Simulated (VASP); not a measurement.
Input of a VASP 6.6.1 run:

INCAR

```
SYSTEM = KCl
PREC     = Accurate       ! precision mode
ENCUT    = 520            ! plane-wave cutoff, eV
EDIFF    = 1E-7           ! SCF threshold, eV
ISMEAR   = -1             ! smearing method
SIGMA    = 0.05           ! smearing width, eV
LREAL    = .FALSE.        ! projectors in reciprocal space
LASPH    = .TRUE.         ! aspherical terms in the spheres
NELM     = 60             ! most SCF steps
ALGO     = Normal         ! electronic algorithm
ISIF     = 2              ! what is computed and relaxed
LWAVE    = .FALSE.        ! write WAVECAR
LCHARG   = .FALSE.        ! write CHGCAR
GGA      = CA             ! functional
NBANDS   = 15             ! bands
```

Contents of KPOINTS:

```
Automatic mesh
0
G
  6 6 6
  0 0 0
```

Contents of POSCAR:

```
KCl
1.0
    0.0000000000      3.1039449222      3.1039449222
    3.1039449222      0.0000000000      3.1039449222
    3.1039449222      3.1039449222      0.0000000000
K Cl
1 1
Direct
    0.0000000000      0.0000000000      0.0000000000
    0.5000000000      0.5000000000      0.5000000000
```

Potentials or basis: VASP PAW LDA potentials, release 64 (K_sv, Cl).

The run is started by

```console
$ cat potpaw_LDA.64/K_sv/POTCAR potpaw_LDA.64/Cl/POTCAR > POTCAR
$ mpirun -np 1 vasp_std > vasp.out
```

**Question.** Predict the pressure.

**Answer.** -1.3 GPa.

**Question.** Predict the band gap on the k mesh.

**Answer.** 4.88 eV, direct.

**Experimental background.**

From a printed reference work, monograph, for a bulk crystal of KCl: band gap 8.68 eV.

A measured gap of KCl is 8.68 eV (a printed reference work, monograph); the calculated 4.88 eV misses it by -3.80 eV. The value is that of LDA, without temperature or zero-point motion. Semilocal functionals fall short of measured gaps as a rule.
